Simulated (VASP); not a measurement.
# Sn₃Se: molecular dynamics at constant energy

Sn₃Se, Pm-3m (no. 221), 8 atoms in the cell. PBE, molecular dynamics; PAW potentials Sn, Se (PBE set).

Ensemble: NVE; Starting temperature (K): 600.

## Input

INCAR:
```
SYSTEM = Sn3Se
GGA      = PE             ! functional
PREC     = Normal         ! precision mode
ENCUT    = 210            ! plane-wave cutoff, eV
EDIFF    = 1E-6           ! SCF threshold, eV
NELMIN   = 4            
NELM     = 60             ! most SCF steps
ALGO     = Fast           ! electronic algorithm
LREAL    = Auto         
LASPH    = .TRUE.         ! aspherical terms in the spheres
ISMEAR   = -1             ! smearing method
SIGMA    = 0.05           ! smearing width, eV
ISYM     = 0            
LWAVE    = .FALSE.        ! write WAVECAR
LCHARG   = .FALSE.        ! write CHGCAR
IBRION   = 0              ! ionic algorithm
NSW      = 60             ! ionic steps
POTIM    = 3.0            ! step
TEBEG    = 600          
ISIF     = 2              ! what is computed and relaxed
RANDOM_SEED= 128600 0 0   
MDALGO   = 1            
ANDERSEN_PROB= 0.0          
KPAR     = 2             
```

KPOINTS:
```
k-points
0
Gamma
  3 3 2
```

POSCAR:
```
Sn3Se
1.0
    4.7418790000      0.0000000000      0.0000000000
    0.0000000000      4.7418790000      0.0000000000
    0.0000000000      0.0000000000      9.4837580000
Sn Se
6 2
Direct
    0.5000000000      0.5000000000      0.0000000000
    0.5000000000      0.5000000000      0.5000000000
    0.5000000000      0.0000000000      0.2500000000
    0.5000000000      0.0000000000      0.7500000000
    0.0000000000      0.5000000000      0.2500000000
    0.0000000000      0.5000000000      0.7500000000
    0.0000000000      0.0000000000      0.0000000000
    0.0000000000      0.0000000000      0.5000000000
```

Commands:
```
cat potpaw_PBE.64/Sn/POTCAR potpaw_PBE.64/Se/POTCAR > POTCAR
mpirun -np 2 vasp_std > vasp.out
```

## Result

- Spread of the conserved energy (meV/atom): 0.10
- Rise of the mean potential energy above the start (meV/atom): 21.7
- Mean temperature (K): 408
- Electronic steps per ionic step after the first: 4.1

Course of the run:

| Time (fs) | Temperature (K) | Potential energy less the first (meV/atom) | Conserved energy less the first (meV/atom) |
|---|---|---|---|
| 3 | 600 | 0.0 | 0.00 |
| 18 | 584 | 1.8 | -0.01 |
| 30 | 547 | 6.0 | -0.01 |
| 45 | 473 | 14.4 | -0.02 |
| 57 | 400 | 22.6 | -0.02 |
| 72 | 310 | 32.7 | -0.03 |
| 84 | 257 | 38.8 | -0.03 |
| 99 | 231 | 41.7 | -0.04 |
| 111 | 251 | 39.5 | -0.05 |
| 126 | 319 | 31.7 | -0.06 |
| 138 | 392 | 23.4 | -0.08 |
| 153 | 468 | 14.8 | -0.09 |
| 165 | 491 | 12.2 | -0.10 |
| 180 | 462 | 15.5 | -0.10 |

The mean temperature lies below the starting 600 K, since the atoms start on their sites and part of their kinetic energy turns into potential energy.

REPORT:
```
MDALGO =   1
         ANDERSEN_PROB =  0.00000000
               SCALING =       0
                 CNEXP =     9.000   14.000
           RANDOM_SEED =            128600                0                0

   original number of atomic DOF:         21
   number of independent constraints:      0
   number of active DOF:                  21

========================================
         MD step No.       1
========================================

  Atomic velocities initialized by STEP_tb

  >Energies
                    E_tot             E_pot             E_kin               EPS                ES
   e_b>   -0.29231565E+02   -0.29774460E+02    0.54289495E+00    0.00000000E+00    0.00000000E+00

  >Temperature
               T_sim     T_inst
   tmprt>    600.000    600.000

  >Thermostat, num. of collisions:                0

           RANDOM_SEED =            128600               96                0

[... steps left out ...]

========================================
         MD step No.      60
========================================

  >Energies
                    E_tot             E_pot             E_kin               EPS                ES
   e_b>   -0.29232335E+02   -0.29650524E+02    0.41818850E+00    0.00000000E+00    0.00000000E+00

  >Temperature
               T_sim     T_inst
   tmprt>    600.000    462.176

  >Thermostat, num. of collisions:                0

           RANDOM_SEED =            128600             2928                0
```

OSZICAR:
```
N       E                     dE             d eps       ncg     rms          rms(c)
DAV:   1     0.819649628314E+02    0.81965E+02   -0.75996E+03   460   0.601E+02
DAV:   2    -0.213621036891E+02   -0.10333E+03   -0.10060E+03   581   0.126E+02
DAV:   3    -0.298840609952E+02   -0.85220E+01   -0.83847E+01   625   0.370E+01
DAV:   4    -0.300858077282E+02   -0.20175E+00   -0.19838E+00   583   0.579E+00
DAV:   5    -0.300922006595E+02   -0.63929E-02   -0.63845E-02   635   0.779E-01    0.538E+00
RMM:   6    -0.298262230416E+02    0.26598E+00   -0.42387E-01   471   0.207E+00    0.312E+00
RMM:   7    -0.297791610987E+02    0.47062E-01   -0.22201E-01   477   0.149E+00    0.882E-01
RMM:   8    -0.297740613658E+02    0.50997E-02   -0.32607E-02   468   0.733E-01    0.926E-02
RMM:   9    -0.297743729670E+02   -0.31160E-03   -0.60978E-03   500   0.299E-01    0.515E-02
RMM:  10    -0.297744314661E+02   -0.58499E-04   -0.10885E-03   505   0.119E-01    0.173E-02
RMM:  11    -0.297744574079E+02   -0.25942E-04   -0.22736E-04   519   0.474E-02    0.835E-03
RMM:  12    -0.297744595910E+02   -0.21831E-05   -0.35384E-05   510   0.192E-02    0.219E-03
[... left out ...]
     58 T=   481. E= -.29232368E+02 F= -.29667719E+02 E0= -.29652181E+02  EK= 0.43535E+00 SP= 0.00E+00 SK= 0.00E+00
     59 T=   473. E= -.29232343E+02 F= -.29660109E+02 E0= -.29644515E+02  EK= 0.42777E+00 SP= 0.00E+00 SK= 0.00E+00
[... last step whole ...]
       N       E                     dE             d eps       ncg     rms          rms(c)
DAV:   1    -0.296505198276E+02    0.95894E-02   -0.57501E-03   491   0.974E-01    0.145E-03
RMM:   2    -0.296505231852E+02   -0.33576E-05   -0.39312E-05   452   0.190E-02    0.835E-04
RMM:   3    -0.296505238277E+02   -0.64250E-06   -0.67299E-06   324   0.782E-03    0.894E-04
RMM:   4    -0.296505239310E+02   -0.10333E-06   -0.14017E-06   235   0.336E-03
     60 T=   462. E= -.29232335E+02 F= -.29650524E+02 E0= -.29634875E+02  EK= 0.41819E+00 SP= 0.00E+00 SK= 0.00E+00
```

Limits: 180 fs of 8 atoms are too short for converged averages; the cell is only 4.7 Å across, so each atom moves in step with near copies of itself.

VASP 6.6.1 took 251 s on 2 cores (Intel Xeon Platinum 8259CL @ 2.50GHz (Skylake/Cascade Lake)), a shared host.
